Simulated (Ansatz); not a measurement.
Runs of Ansatz 0.2.0 on InSe. It takes space group R3m (No. 160, trigonal). The conventional cell has a = 4.000 Å, b = 4.000 Å, c = 25.320 Å, α = 90.00°, β = 90.00°, γ = 120.00°. In (site symmetry 3m) is surrounded by 3 Se at 2.63 Å and 1 In at 2.82 Å. Around In (site symmetry 3m) lie 3 Se at 2.64 Å and 1 In at 2.82 Å. Se (site symmetry 3m) has 3 In at 2.63 Å as nearest neighbours. Around Se (site symmetry 3m) lie 3 In at 2.64 Å. 

```csv
task,level,potentials or basis,cell,k mesh,cutoff (eV),points for each segment of the path,gap on the mesh (eV),pressure (GPa),relaxed volume (Å³/atom),largest force (eV/Å)
relaxation of cell and atoms,rPW86-PBE,Ansatz PAW,relaxed,8 × 8 × 8,420,-,-,0.0,33.79,-
band structure,revPBE,Ansatz PAW,as given,8 × 8 × 8,420,14,0.54,4.0,-,(b)
single point,PBE,Ansatz PAW,as given,6 × 6 × 6,420,-,0.44,(c),-,(a)
relaxation of cell and atoms,PBEsol+D3(BJ),Ansatz PAW,relaxed,8 × 8 × 8,420,-,0.34,0.0,27.38,-
```

Alike in all rows: no spin polarisation; smearing fermi-dirac 0.05 eV.

Estimate the missing entries.

(a) 0.36; (b) 0.39; (c) 2.8.

Caveats: the PAW data sets come from PBE, with cores solved anew for the run's functional, which leaves a small shift of forces and pressure (some runs); spin-orbit coupling is left out, which moves the levels of the heavy elements (some runs); the plane-wave basis is chosen anew once the cell has moved, so the energies of steps on either side of that aren't comparable (some runs); the volume moved by over 15 % at a fixed basis, so the end points are rough (some runs); the volume moved by +16 % from the deposited cell, more than functionals usually miss (some runs).

A k mesh can miss the band edges, and the runs leave out spin-orbit coupling on In, Se.
